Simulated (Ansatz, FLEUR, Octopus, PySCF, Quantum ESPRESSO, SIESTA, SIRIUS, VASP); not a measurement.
## GaP: 8 runs at one level of theory

```
CELL_PARAMETERS angstrom
0.00000 2.72525 2.72525
2.72525 0.00000 2.72525
2.72525 2.72525 0.00000
ATOMIC_POSITIONS crystal
Ga 0.00000 0.00000 0.00000
P 0.75000 0.75000 0.75000
```

Alike in all runs: functional PBEsol; k mesh 8 × 8 × 8; occupations fermi-dirac, width 0.05 eV; no spin polarisation; no spin-orbit coupling. Pressure is positive in compression and, in plane waves, holds the error of the finite cutoff.

| program and potentials | plane-wave cutoff (eV) | notes | band gap (eV) | pressure (GPa) |
| --- | --- | --- | --- | --- |
| Ansatz, all-electron LAPW, scalar-relativistic | - | - | ? | ? |
| PySCF, DZVP-MOLOPT-SR/GTH-PBE (potentials made for PBE) | - | atomic basis; potentials made for PBE; 9 valence electrons an atom on average | 1.51 | - |
| FLEUR, all-electron, FLAPW | - | - | 1.52 | - |
| Quantum ESPRESSO, GBRV 1.5 PBEsol | 762 | 12 valence electrons an atom on average | 1.52 | -0.56 |
| Octopus, pseudodojo_pbesol (PseudoDojo 0.4, PBEsol) | - | 9 valence electrons an atom on average | 1.52 | - |
| SIESTA, files PseudoDojo sr-pbesol-0.4.1-standard, DZP (energy shift 0.003 Ry; two zetas on semicore shells) | - | atomic basis; 9 valence electrons an atom on average | 1.52 | 0.17 |
| VASP, PBE PAW files Ga_d, P, 520 eV | 520 | potentials made for PBE; 9 valence electrons an atom on average | 1.52 | -0.61 |
| SIRIUS, all-electron FP-LAPW, apw+lo standard | - | - | 1.52 | - |

Q: Estimate from the other rows what the run with Ansatz, all-electron LAPW, scalar-relativistic gave.

A: Band gap 1.52 eV; pressure -0.57 GPa. The other rows, which needn't bracket it: band gap 1.51 to 1.52; pressure -0.61 to 0.17.
